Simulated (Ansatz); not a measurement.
# Sn4SeS3: the cost of one run

Computed with Ansatz 0.2.0 (DFT PBE, scalar-relativistic, plane waves, PAW, unless a step's input says otherwise).

### Step 1. The system as given

Symmetry: P4/mmm, No. 123, tetragonal system. The conventional cell has a = 4.212 Å, b = 4.212 Å, c = 11.914 Å, α = 90.00°, β = 90.00°, γ = 90.00°. Sn (site symmetry 4/mmm) is surrounded by 6 S at 2.98 Å. Around Sn (site symmetry 4mm) lie 5 S at 2.98 Å and 1 Se at 2.98 Å. Around Sn (site symmetry 4/mmm) lie 4 Se at 2.98 Å and 2 S at 2.98 Å. Around Se (site symmetry 4/mmm) lie 6 Sn at 2.98 Å. S (site symmetry 4mm) has 6 Sn at 2.98 Å as nearest neighbours. S (site symmetry 4/mmm) is surrounded by 6 Sn at 2.98 Å.

Structure file:

```
CELL_PARAMETERS angstrom
4.21209 0.00000 0.00000
0.00000 4.21209 0.00000
0.00000 0.00000 11.91359
ATOMIC_POSITIONS crystal
Sn 0.00000 0.00000 0.00000
Sn 0.50000 0.50000 0.25000
Sn 0.00000 0.00000 0.50000
Sn 0.50000 0.50000 0.75000
Se 0.50000 0.50000 0.50000
S 0.00000 0.00000 0.75000
S 0.50000 0.50000 0.00000
S 0.00000 0.00000 0.25000
```

The start is an ordering of an alloy on its end members' structure types: elements ordered on the sites of the SnS type, S/Se on S (P4/mmm, No. 123).

### Step 2. A first look at the guess

input.yaml reads:

```yaml
crystal:
  lattice:
    - [4.21209041, 0.0, 0.0]
    - [0.0, 4.21209041, 0.0]
    - [0.0, 0.0, 11.91359077]
  atoms:
    - { symbol: Sn, position: [0.0, 0.0, 0.0] }
    - { symbol: Sn, position: [0.5, 0.5, 0.25] }
    - { symbol: Sn, position: [0.0, 0.0, 0.5] }
    - { symbol: Sn, position: [0.5, 0.5, 0.75] }
    - { symbol: Se, position: [0.5, 0.5, 0.5] }
    - { symbol: S, position: [0.0, 0.0, 0.75] }
    - { symbol: S, position: [0.5, 0.5, 0.0] }
    - { symbol: S, position: [0.0, 0.0, 0.25] }
basis:
  ecutwfc: 420
kpoints:
  mp_grid: { grid: [4, 4, 2] }
hamiltonian:
  xc: pbe
scf:
  occupations: { method: gaussian, width: 0.1 }
  lower_state_search: "off"
output:
  forces: true
  stress: true
  eigenvalues: true
```

Launch:

```console
$ ansatz run input.yaml --threads 1 --pin off --max-ram 2560MiB --backend cpu --events-out ev --progress --plain --runs-dir out
```

Q: Estimate wall time and peak memory on 1 thread of Intel Xeon 6975P-C (Granite Rapids), shared host.

About 3.7 s, with a peak of 0.51 GiB.
